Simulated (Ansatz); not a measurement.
Trial structure of PtSe2, not yet relaxed:

```cif
data_structure
_symmetry_space_group_name_H-M 'Pba2'
_symmetry_Int_Tables_number 32
_cell_length_a 5.4251
_cell_length_b 7.4789
_cell_length_c 3.7899
_cell_angle_alpha 90.000
_cell_angle_beta 90.000
_cell_angle_gamma 90.000
_cell_volume 153.77
loop_
_atom_site_label
_atom_site_type_symbol
_atom_site_symmetry_multiplicity
_atom_site_Wyckoff_symbol
_atom_site_fract_x
_atom_site_fract_y
_atom_site_fract_z
_atom_site_occupancy
Pt1 Pt 2 a 0.00000 0.00000 0.42002 1
Se1 Se 4 c 0.31305 0.70449 0.65798 1
```

Method: DFT PBE, scalar-relativistic, plane waves, PAW (Ansatz). Plane waves to 420 eV, a k mesh through Γ of 4×4×4 on the computed 6-atom cell and Gaussian smearing (0.10 eV); no spin polarisation.

Energies over the elements count from the elements' standard structures at the same level, with no fitted energy shifts.

Q: Estimate its pressure, forces and energy as it stands.

A: The pressure is 23.9 GPa (the mean over three directions, positive in compression), the largest force is 8.17 eV/Å, and the energy is +1.03 eV/atom against the elements. The shortest distance is 2.04 Å.

Q: How much does it gain on relaxing, and where does it end?

A: Relaxing gains about 0.86 eV/atom (the start's value is from the coarse mesh, so the gain is rough) in 27 ionic steps and ends at +0.17 eV/atom on the finer mesh. The symmetry goes from Pba2 (No. 32) to Cmm2 (No. 35), and the primitive cell from 6 to 3 atoms. The volume per atom grows by 4.3 %, from 25.6 to 26.7 Å³. The shortest distance goes from 2.04 Å (Pt–Se) to 2.46 Å (Pt–Se). Conventional cell: a = 5.348 Å, b = 7.590 Å, c = 3.950 Å. Pt is surrounded by 4 Se at 2.46 Å; around Se lie 2 Pt at 2.46 Å and 2 Se at 2.67 Å.

The last run used a 10×10×12 mesh (in the run's order of axes) for its 3-atom cell and Gaussian smearing of 0.10 eV. No dispersion correction is applied, so the spacing and binding between layers, chains or molecules are poorly described. Spin–orbit coupling, which can matter for Pt, is left out. The reference form of Se is held partly by dispersion forces, which this level lacks. The relaxation can't lower the symmetry of the start. Symmetry constrained the relaxation, so the result can be a saddle point. Another cell of PtSe2 relaxed alike, in P-3m1 (a cell as deposited in COD), lies 0.57 eV/atom lower, so this cell isn't the stable form at this level.
